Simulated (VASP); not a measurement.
Hf7S: relaxation of cell and atoms with PBE

Hf7S:

```xyz
8
Lattice="0.0000 4.3909 4.3909 4.3909 0.0000 4.3909 4.3909 4.3909 0.0000" Properties=species:S:1:pos:R:3 pbc="T T T"
Hf    4.3909    4.3909    4.3909
Hf    2.1954    0.0000    2.1954
Hf    0.0000    2.1954    2.1954
Hf    4.3909    2.1954    2.1954
Hf    2.1954    4.3909    2.1954
Hf    2.1954    2.1954    0.0000
Hf    2.1954    2.1954    4.3909
S     0.0000    0.0000    0.0000
```

The cell was built by a generator and needn't be a form met in nature.

The cell isn't the ideal one: species swapped into the SbPt7 type (Fm-3m, No. 225).

```
Program                : VASP 6.6.1
Task                   : relaxation of cell and atoms
Functional             : PBE
Potentials or basis    : VASP PAW PBE potentials, release 64 (Hf_pv, S)
Cutoff                 : 600 eV
k mesh                 : 8 × 8 × 8
Occupations            : gaussian, width 0.1 eV
Spin                   : no spin polarisation
Dipole correction      : no
Further INCAR settings : ALGO = Fast; EDIFF = 1e-06; IBRION = 2; EDIFFG = -0.01; NSW = 100; ISIF = 3
```

| Quantity | Value |
| --- | --- |
| Relaxed volume | 21.04 Å³/atom |
| Relaxed cell | a = 6.198 Å, b = 6.198 Å, c = 6.198 Å, α = 60.00°, β = 60.00°, γ = 60.00° |
| Space group after relaxing (to 0.05 Å) | Fm-3m (No. 225) |
| Energy gained by relaxing | 0.2 meV/atom |
| Ionic steps | 3 |
| Pressure after relaxing | 0.0 GPa |
| Band gap on the k mesh | none (metal or under the smearing width) |

The path:
| step | energy change (eV) | largest force (eV/Å) | pressure (GPa) | volume (Å³) |
| --- | --- | --- | --- | --- |
| 1 | 0.0000 | 0.0000 | -0.56 | 169.31 |
| 2 | -0.0004 | 0.0000 | 0.51 | 167.51 |
| 3 | -0.0017 | 0.0000 | -0.01 | 168.34 |

Final structure:
```
Hf S
1.0
     0.00000    4.38245    4.38245
     4.38245    0.00000    4.38245
     4.38245    4.38245    0.00000
Hf S
7 1
Direct
  0.50000 0.50000 0.50000
  0.00000 0.50000 0.00000
  0.50000 0.00000 0.00000
  0.00000 0.50000 0.50000
  0.50000 0.00000 0.50000
  0.00000 0.00000 0.50000
  0.50000 0.50000 0.00000
  0.00000 0.00000 0.00000
```

Levels at points of the mesh, in eV from the Fermi level:
```csv
k point,band 36,band 37,band 38,band 39,band 40,band 41,band 42,band 43
"(0.00, 0.00, 0.00)",-0.12,0.91,1.07,1.07,1.07,1.31,1.31,1.31
"(0.50, 0.00, 0.00)",-0.50,-0.50,-0.38,-0.23,0.37,0.59,0.59,0.71
"(0.50, 0.50, 0.00)",-0.36,-0.36,-0.20,-0.20,-0.14,0.67,0.67,1.06
```

It took 10 min on 1 thread of Intel(R) Xeon(R) Platinum 8559C (Emerald Rapids), with other jobs on the host, peak memory 0.49 GiB.

Spin-orbit coupling is left out, which matters for the levels of Hf.
